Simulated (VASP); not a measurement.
# FePt (Tetraferroplatinum) (P4/mmm) in VASP: equation of state

How stiff is FePt (Tetraferroplatinum) in PBE, and what volume does it want? The cell is scaled to several volumes.

Everything below comes from runs of VASP 6.6.1. Logs are shortened: lines on timing, memory, paths and dates and some standing lists are left out, and cuts for length are marked.

## (1) The crystal as given

Symmetry: P4/mmm, No. 123, tetragonal system. The conventional cell has a = 2.724 Å, b = 2.724 Å, c = 3.720 Å, α = 90.00°, β = 90.00°, γ = 90.00°. Pt (site symmetry 4/mmm) is surrounded by 8 Fe at 2.68 Å and 4 Pt at 2.72 Å. Around Fe (site symmetry 4/mmm) lie 8 Pt at 2.68 Å and 4 Fe at 2.72 Å.

## (2) Equation of state, PBE, collinear spin, ferromagnetic start, 12.97 Å³/atom (volume scaled by 0.94)

File INCAR:

```
  ALGO = Normal
  EDIFF = 1E-7
  ENCUT = 520
  GGA = PE
  ISIF = 2
  ISMEAR = -1
  ISPIN = 2
  LASPH = T
  LCHARG = F
  LMAXMIX = 4
  LORBIT = 11
  LREAL = F
  LWAVE = F
  MAGMOM = 0 3
  NBANDS = 20
  NELM = 150
  PREC = Accurate
  SIGMA = 0.05
```

File KPOINTS:

```
k-points
0
Gamma
  10 10 7
```

File POSCAR:

```
FePt
1.0
    2.6679027671      0.0000000000      0.0000000000
    0.0000000000      2.6679027671      0.0000000000
    0.0000000000      0.0000000000      3.6440603244
Pt Fe
1 1
Direct
    0.5000000000      0.5000000000      0.5000000000
    0.0000000000      0.0000000000      0.0000000000
```

Potentials or basis: VASP PAW PBE potentials, release 64 (Pt, Fe).

Command:

```
$ cat potpaw_PBE.64/Pt/POTCAR potpaw_PBE.64/Fe/POTCAR > POTCAR
$ mpirun -np 1 vasp_std > vasp.out
```

OUTCAR:

```text
EDIFF = 1E-7
   ENCUT = 520
   GGA = PE
   ISIF = 2
   ISMEAR = -1
   ISPIN = 2
   LASPH = T
   LORBIT = 11
   LREAL = F
   NELM = 150
   PREC = Accurate

 Found     84 irreducible k-points:

 Following reciprocal coordinates:
            Coordinates               Weight
  0.000000  0.000000  0.000000      1.000000
  0.100000  0.000000  0.000000      4.000000
  0.200000  0.000000  0.000000      4.000000
  0.300000  0.000000  0.000000      4.000000
  0.400000  0.000000  0.000000      4.000000
  0.500000  0.000000  0.000000      2.000000
   k-points           NKPTS =     84   k-points in BZ     NKDIM =     84   number of bands    NBANDS=     20
   number of dos      NEDOS =    301   number of ions     NIONS =      2
   total plane-waves  NPLWV =  11200
   dimension x,y,z NGX =    20 NGY =   20 NGZ =   28
   dimension x,y,z NGXF=    40 NGYF=   40 NGZF=   56
   ions per type =               1   1
   NGX,Y,Z   is equivalent  to a cutoff of  12.46, 12.46, 12.77 a.u.
   NGXF,Y,Z  is equivalent  to a cutoff of  24.93, 24.93, 25.55 a.u.
 SYSTEM =  unknown system
   PREC   = accura    normal or accurate (medium, high low for compatibility)
   ISTART =      0    job   : 0-new  1-cont  2-samecut
   ICHARG =      2    charge: 1-file 2-atom 10-const
   ISPIN  =      2    spin polarized calculation?
   LNONCOLLINEAR =      F non collinear calculations
   LSORBIT =      F    spin-orbit coupling
   LASPH  =      T    aspherical Exc in radial PAW
   ENCUT  =  520.0 eV  38.22 Ry    6.18 a.u.   4.96  4.96  6.78*2*pi/ulx,y,z
   NELM   =    150;   NELMIN=  2; NELMDL= -5     # of ELM steps
   EDIFF  = 0.1E-06   stopping-criterion for ELM
   LREAL  =      F    real-space projection
   EDIFFG = 0.1E-05   stopping-criterion for IOM
   NSW    =      0    number of steps for IOM
   IBRION =     -1    ionic relax: 0-MD 1-quasi-New 2-CG
   NFREE  =      0    steps in history (QN), initial steepest desc. (CG)
   ISIF   =      2    stress and relaxation
   ISYM   =      2    0-nonsym 1-usesym 2-fastsym
   POTIM  = 0.5000    time-step for ionic-motion
   TEBEG  =    0.0;   TEEND  =   0.0 temperature during run
   PSTRESS=    0.0 pullay stress
   NELECT =      18.0000    total number of electrons
   NUPDOWN=      -1.0000    fix difference up-down
   EMIN   =  10.00;   EMAX   =-10.00  energy-range for DOS
   EFERMI =   0.00;   METHOD = LEGACY
   ISMEAR =    -1;   SIGMA  =   0.05  broadening in eV -4-tet -1-fermi 0-gaus
   EFERMI_NEDOS =   21; number of points for ismear=-14 and -15
   IALGO  =     38    algorithm
   IMIX   =      4    mixing-type and parameters
     AMIX     =   0.40;   BMIX     =  1.00
     AMIX_MAG =   1.60;   BMIX_MAG =  1.00
  volume/ion in A,a.u.               =      12.97        87.52
  Fermi-wavevector in a.u.,A,eV,Ry     =   1.449407  2.738983 28.582873  2.100782
  Thomas-Fermi vector in A             =   2.567138
   LORBIT       =     11    0 simple, 1 ext, 2 COOP (PROOUT), +10 PAW based schemes
   GGA     = PE    functional components
   LHFCALC =     F    Hartree Fock is set to
   AEXX    =    0.0000 exact exchange contribution
   IVDW    =     0    specifies the selected vdW correction
   LEPSILON=     F    determine dielectric tensor
   LRPA    =     F    only Hartree local field effects (RPA)
 spin polarized calculation
  energy-cutoff  :      520.00
  volume of cell :       25.94
 maximum number of plane-waves:       720
 NGX is ok and might be reduce to    20
   NGX =  9   NGY =  9   NGZ = 13

 number of electron      18.0000006 magnetization       3.1944965

 Free energy of the ion-electron system (eV)
  ---------------------------------------------------
  ext. energy  EPLUGINS =         0.00000000
  ---------------------------------------------------
  free energy    TOTEN  =       -14.69806421 eV

  energy without entropy =      -14.68814417  energy(sigma->0) =      -14.69310419

 E-fermi :   9.5942     XC(G=0): -13.4189

 val. band max:        9.5724391008   @ k =   0.5000   0.4000   0.1429
 cond. band min:       9.6038913541   @ k =   0.5000   0.2000   0.4286
 fundamental gap:      0.0314522533
 Fermi energy:         9.5942225920

 spin component 1

 k-point     1 :       0.0000    0.0000    0.0000
  band No.  band energies     occupation
      1      -0.5152      1.00000
      2       2.7464      1.00000
      3       2.8969      1.00000
      4       5.9853      1.00000
      5       5.9853      1.00000
      6       6.6094      1.00000
[... 12 lines left out ...]
     19      31.5793      0.00000
     20      31.5793      0.00000
[... 93 lines left out ...]
 k-point     6 :       0.5000    0.0000    0.0000
  band No.  band energies     occupation
      1       3.0120      1.00000
      2       4.4163      1.00000
      3       4.7447      1.00000
      4       5.0816      1.00000
      5       6.0564      1.00000
      6       6.0648      1.00000
[... 12 lines left out ...]
     19      31.2118      0.00000
     20      31.5410      0.00000

 [... further k-points ...]

 spin component 2

 k-point     1 :       0.0000    0.0000    0.0000
  band No.  band energies     occupation
      1      -0.3714      1.00000
      2       3.2782      1.00000
      3       3.3033      1.00000
      4       7.0206      1.00000
      5       7.0206      1.00000
      6       8.6640      1.00000
[... 12 lines left out ...]
     19      31.6873      0.00000
     20      31.6873      0.00000
[... 93 lines left out ...]
 k-point     6 :       0.5000    0.0000    0.0000
  band No.  band energies     occupation
      1       3.1482      1.00000
      2       4.6349      1.00000
      3       4.9570      1.00000
      4       5.8783      1.00000
      5       6.9237      1.00000
      6       8.1404      1.00000
[... 12 lines left out ...]
     19      31.1510      0.00000
     20      32.3533      0.00000

 [... further k-points ...]
[... 5 lines left out ...]
  --------------------------------------------------------------------------------------
  -------------------------------------------------------------------------------------
  Total        3.0442877      3.0442877      3.1097312      0.0000000     -0.0000000      0.0000000
  in kB      188.0488651    188.0488651    192.0913829      0.0000000     -0.0000000      0.0000000
  external PRESSURE =     189.3963711 kB  Pullay stress =       0.0000000 kB

 VOLUME and BASIS-vectors are now :
 -----------------------------------------------------------------------------
  energy-cutoff  :      520.00
  volume of cell :       25.94
      direct lattice vectors                 reciprocal lattice vectors
     2.667902767  0.000000000  0.000000000     0.374826254  0.000000000  0.000000000
     0.000000000  2.667902767  0.000000000     0.000000000  0.374826254  0.000000000
     0.000000000  0.000000000  3.644060324     0.000000000  0.000000000  0.274419167

 POSITION                                       TOTAL-FORCE (eV/Angst)
 -----------------------------------------------------------------------------------
      1.33395      1.33395      1.82203         0.000000      0.000000      0.000000
      0.00000      0.00000      0.00000         0.000000      0.000000      0.000000
 -----------------------------------------------------------------------------------
    total drift:                               -0.000000      0.000000      0.000000

  FREE ENERGIE OF THE ION-ELECTRON SYSTEM (eV)
  ---------------------------------------------------
  free  energy   TOTEN  =       -14.6980642079 eV

  energy  without entropy=      -14.6881441712  energy(sigma->0) =      -14.69310419

 total charge

# of ion       s       p       d       tot
------------------------------------------
    1        0.748   0.746   8.098   9.592
    2        0.434   0.506   6.185   7.124
--------------------------------------------------
tot          1.182   1.251  14.283  16.716

 magnetization (x)

# of ion       s       p       d       tot
------------------------------------------
    1       -0.025  -0.068   0.430   0.337
    2        0.004  -0.007   2.824   2.821
--------------------------------------------------
tot         -0.021  -0.074   3.253   3.158
```

It took 57 s on 1 thread of Intel Xeon Platinum 8488C (Sapphire Rapids), shared host; peak memory 0.19 GiB.

What came out:

* Free energy: -14.6981 eV
* Pressure: 18.9 GPa
* Band gap on the k mesh: none (metal or under the smearing width)
* Net moment: 3.19 μB per cell
* Site moments: Pt +0.34; Fe +2.82 μB
* Valence electrons inside the program's atomic spheres: Pt 9.59; Fe 7.12

## (3) Equation of state, PBE, collinear spin, ferromagnetic start, 13.24 Å³/atom (volume scaled by 0.96)

File INCAR:

```
PREC = Accurate
ENCUT = 520
EDIFF = 1E-7
ISMEAR = -1
SIGMA = 0.05
LREAL = F
LASPH = T
NELM = 120
ALGO = Normal
ISIF = 2
LWAVE = F
LCHARG = F
ISPIN = 2
MAGMOM = 0 3
LORBIT = 11
LMAXMIX = 4
GGA = PE
NBANDS = 20
```

File KPOINTS:

```
regular mesh
0
Gamma
  10 10 7
```

File POSCAR:

```
FePt
1.0
    2.6866914338      0.0000000000      0.0000000000
    0.0000000000      2.6866914338      0.0000000000
    0.0000000000      0.0000000000      3.6697235666
Pt Fe
1 1
Direct
    0.5000000000      0.5000000000      0.5000000000
    0.0000000000      0.0000000000      0.0000000000
```

Potentials or basis: VASP PAW PBE potentials, release 64 (Pt, Fe).

Command:

```
$ cat potpaw_PBE.64/Pt/POTCAR potpaw_PBE.64/Fe/POTCAR > POTCAR
$ mpirun -np 1 vasp_std > vasp.out
```

It took 61 s on 1 thread of Intel Xeon Platinum 8488C (Sapphire Rapids), shared host; peak memory 0.19 GiB.

It converged, with:

```
Free energy                                           : -14.7529 eV
Pressure                                              : 12.9 GPa
Band gap on the k mesh                                : none (metal or under the smearing width)
Net moment                                            : 3.21 μB per cell
Site moments                                          : Pt +0.33; Fe +2.85 μB
Valence electrons inside the program's atomic spheres : Pt 9.54; Fe 7.08
```

## (4) Equation of state, PBE, collinear spin, ferromagnetic start, 13.52 Å³/atom (volume scaled by 0.98)

File INCAR:

```
SYSTEM = FePt
  PREC = Accurate
  ENCUT = 520
  EDIFF = 1E-7
  ISMEAR = -1
  SIGMA = 0.05
  LREAL = .False.
  LASPH = .True.
  NELM = 150
  ALGO = Normal
  ISIF = 2
  LWAVE = .False.
  LCHARG = .False.
  ISPIN = 2
  MAGMOM = 0 3
  LORBIT = 11
  LMAXMIX = 4
  GGA = PE
  NBANDS = 20
```

File KPOINTS:

```
regular mesh
0
Gamma
  10 10 7
  0 0 0
```

File POSCAR:

```
FePt
1.0
    2.7052209258      0.0000000000      0.0000000000
    0.0000000000      2.7052209258      0.0000000000
    0.0000000000      0.0000000000      3.6950328048
Pt Fe
1 1
Direct
    0.5000000000      0.5000000000      0.5000000000
    0.0000000000      0.0000000000      0.0000000000
```

Command:

```
$ cat potpaw_PBE.64/Pt/POTCAR potpaw_PBE.64/Fe/POTCAR > POTCAR
$ mpirun -np 1 vasp_std > vasp.out
```

It took 75 s on 1 thread of Intel Xeon Platinum 8488C (Sapphire Rapids), shared host; peak memory 0.2 GiB.

It converged, with:

```
Free energy                                           : -14.7883 eV
Pressure                                              : 7.6 GPa
Band gap on the k mesh                                : none (metal or under the smearing width)
Net moment                                            : 3.24 μB per cell
Site moments                                          : Pt +0.33; Fe +2.88 μB
Valence electrons inside the program's atomic spheres : Pt 9.48; Fe 7.03
```

## (5) Equation of state, PBE, collinear spin, ferromagnetic start, 14.07 Å³/atom (volume scaled by 1.02)

File INCAR:

```
PREC = Accurate
ENCUT = 520
EDIFF = 1E-7
ISMEAR = -1
SIGMA = 0.05
LREAL = False
LASPH = True
NELM = 150
ALGO = Normal
ISIF = 2
LWAVE = False
LCHARG = False
ISPIN = 2
MAGMOM = 0 3
LORBIT = 11
LMAXMIX = 4
GGA = PE
NBANDS = 20
```

File KPOINTS:

```
Automatic mesh
0
Gamma
  10 10 7
```

File POSCAR:

```
FePt
1.0
    2.7415369495      0.0000000000      0.0000000000
    0.0000000000      2.7415369495      0.0000000000
    0.0000000000      0.0000000000      3.7446364796
Pt Fe
1 1
Direct
    0.5000000000      0.5000000000      0.5000000000
    0.0000000000      0.0000000000      0.0000000000
```

Potentials or basis: VASP PAW PBE potentials, release 64 (Pt, Fe).

Command:

```
$ cat potpaw_PBE.64/Pt/POTCAR potpaw_PBE.64/Fe/POTCAR > POTCAR
$ mpirun -np 1 vasp_std > vasp.out
```

OUTCAR:

```text
PREC = Accurate
   ENCUT = 520
   EDIFF = 1E-7
   ISMEAR = -1
   LREAL = False
   LASPH = True
   NELM = 150
   ISIF = 2
   ISPIN = 2
   LORBIT = 11
   GGA = PE

 Found     84 irreducible k-points:

 Following reciprocal coordinates:
            Coordinates               Weight
  0.000000  0.000000  0.000000      1.000000
  0.100000  0.000000  0.000000      4.000000
  0.200000  0.000000  0.000000      4.000000
  0.300000  0.000000  0.000000      4.000000
  0.400000  0.000000  0.000000      4.000000
  0.500000  0.000000  0.000000      2.000000
[... 365 lines left out ...]
  external PRESSURE =     -10.9669302 kB  Pullay stress =       0.0000000 kB

 VOLUME and BASIS-vectors are now :
 -----------------------------------------------------------------------------
  energy-cutoff  :      520.00
  volume of cell :       28.14
      direct lattice vectors                 reciprocal lattice vectors
     2.741536949  0.000000000  0.000000000     0.364758899  0.000000000  0.000000000
     0.000000000  2.741536949  0.000000000     0.000000000  0.364758899  0.000000000
     0.000000000  0.000000000  3.744636480     0.000000000  0.000000000  0.267048619

 POSITION                                       TOTAL-FORCE (eV/Angst)
 -----------------------------------------------------------------------------------
      1.37077      1.37077      1.87232         0.000000      0.000000      0.000000
      0.00000      0.00000      0.00000         0.000000      0.000000      0.000000
 -----------------------------------------------------------------------------------
    total drift:                               -0.000000      0.000000      0.000000

  FREE ENERGIE OF THE ION-ELECTRON SYSTEM (eV)
  ---------------------------------------------------
  free  energy   TOTEN  =       -14.8098953010 eV

  energy  without entropy=      -14.7983535055  energy(sigma->0) =      -14.80412440

 total charge

# of ion       s       p       d       tot
------------------------------------------
    1        0.704   0.642   8.044   9.390
    2        0.403   0.437   6.107   6.946
--------------------------------------------------
tot          1.107   1.078  14.151  16.336

 magnetization (x)

# of ion       s       p       d       tot
------------------------------------------
    1       -0.025  -0.065   0.431   0.340
    2        0.005  -0.007   2.954   2.952
--------------------------------------------------
tot         -0.020  -0.072   3.384   3.293
```

stdout:

```text
POSCAR found type information on POSCAR PtFe
 POSCAR found :  2 types and       2 ions
 scaLAPACK will be used
 LDA part: xc-table for (Slater+PW92), standard interpolation
 POSCAR, INCAR and KPOINTS ok, starting setup
 FFT: planning ... GRIDC
 FFT: planning ... GRID_SOFT
 FFT: planning ... GRID
 WAVECAR not read
 entering main loop
```

It took 68 s on 1 thread of Intel Xeon Platinum 8488C (Sapphire Rapids), shared host; peak memory 0.19 GiB.

What came out:

| Quantity | Value |
| --- | --- |
| Free energy | -14.8099 eV |
| Pressure | -1.1 GPa |
| Band gap on the k mesh | none (metal or under the smearing width) |
| Net moment | 3.31 μB per cell |
| Site moments | Pt +0.34; Fe +2.95 μB |
| Valence electrons inside the program's atomic spheres | Pt 9.39; Fe 6.95 |

## (6) Equation of state, PBE, collinear spin, ferromagnetic start, 14.35 Å³/atom (volume scaled by 1.04)

File INCAR:

```
ALGO = Normal
EDIFF = 1E-7
ENCUT = 520
GGA = PE
ISIF = 2
ISMEAR = -1
ISPIN = 2
LASPH = T
LCHARG = F
LMAXMIX = 4
LORBIT = 11
LREAL = F
LWAVE = F
MAGMOM = 0 3
NBANDS = 20
NELM = 150
PREC = Accurate
SIGMA = 0.05
```

File KPOINTS:

```
k-points
0
Gamma
  10 10 7
```

File POSCAR:

```
FePt
1.0
    2.7593396363      0.0000000000      0.0000000000
    0.0000000000      2.7593396363      0.0000000000
    0.0000000000      0.0000000000      3.7689529822
Pt Fe
1 1
Direct
    0.5000000000      0.5000000000      0.5000000000
    0.0000000000      0.0000000000      0.0000000000
```

Potentials or basis: VASP PAW PBE potentials, release 64 (Pt, Fe).

Command:

```
$ cat potpaw_PBE.64/Pt/POTCAR potpaw_PBE.64/Fe/POTCAR > POTCAR
$ mpirun -np 1 vasp_std > vasp.out
```

It took 74 s on 1 thread of Intel Xeon Platinum 8488C (Sapphire Rapids), shared host; peak memory 0.21 GiB.

The run converged. Its results:

| Quantity | Value |
| --- | --- |
| Free energy | -14.8000 eV |
| Pressure | -4.7 GPa |
| Band gap on the k mesh | none (metal or under the smearing width) |
| Net moment | 3.35 μB per cell |
| Site moments | Pt +0.34; Fe +2.99 μB |
| Valence electrons inside the program's atomic spheres | Pt 9.35; Fe 6.91 |

## (7) Equation of state, PBE, collinear spin, ferromagnetic start, 14.62 Å³/atom (volume scaled by 1.06)

File INCAR:

```
SYSTEM = FePt
PREC = Accurate
ENCUT = 520
EDIFF = 1E-7
ISMEAR = -1
SIGMA = 0.05
LREAL = .FALSE.
LASPH = .TRUE.
NELM = 120
ALGO = Normal
ISIF = 2
LWAVE = .FALSE.
LCHARG = .FALSE.
ISPIN = 2
MAGMOM = 0 3
LORBIT = 11
LMAXMIX = 4
GGA = PE
NBANDS = 20
```

File KPOINTS:

```
regular mesh
0
G
  10 10 7
  0 0 0
```

File POSCAR:

```
FePt
1.0
    2.7769155219      0.0000000000      0.0000000000
    0.0000000000      2.7769155219      0.0000000000
    0.0000000000      0.0000000000      3.7929596994
Pt Fe
1 1
Direct
    0.5000000000      0.5000000000      0.5000000000
    0.0000000000      0.0000000000      0.0000000000
```

Command:

```
$ cat potpaw_PBE.64/Pt/POTCAR potpaw_PBE.64/Fe/POTCAR > POTCAR
$ mpirun -np 1 vasp_std > vasp.out
```

Run time: 68 s. Hardware: 1 thread of Intel Xeon Platinum 8488C (Sapphire Rapids), shared host; peak memory 0.21 GiB.

It converged, with:

```
Free energy                                           : -14.7784 eV
Pressure                                              : -7.9 GPa
Band gap on the k mesh                                : none (metal or under the smearing width)
Net moment                                            : 3.39 μB per cell
Site moments                                          : Pt +0.35; Fe +3.02 μB
Valence electrons inside the program's atomic spheres : Pt 9.31; Fe 6.87
```

## (8) Equation of state, PBE, collinear spin, ferromagnetic start

Potentials or basis: VASP PAW PBE potentials, release 64 (Pt, Fe).

No new run: the results of the series are fitted here.

Results:

- Equilibrium volume: 14.00 Å³/atom
- Bulk modulus at fixed shape and positions: 201 GPa
- Pressure derivative of the bulk modulus: 5.5

Energy against volume, from the lowest point:
```tsv
volume (Å³/atom)	energy (meV/atom)
12.969	55.92
13.245	28.48
13.521	10.79
13.796	1.65
14.072	0.00
14.348	4.95
14.624	15.76
```

Caveat: the cell was scaled at fixed shape and fractional positions, which overstates the stiffness of a crystal with free parameters, most of all of layers and chains. Spin-orbit coupling is left out, which matters for the levels of Pt.
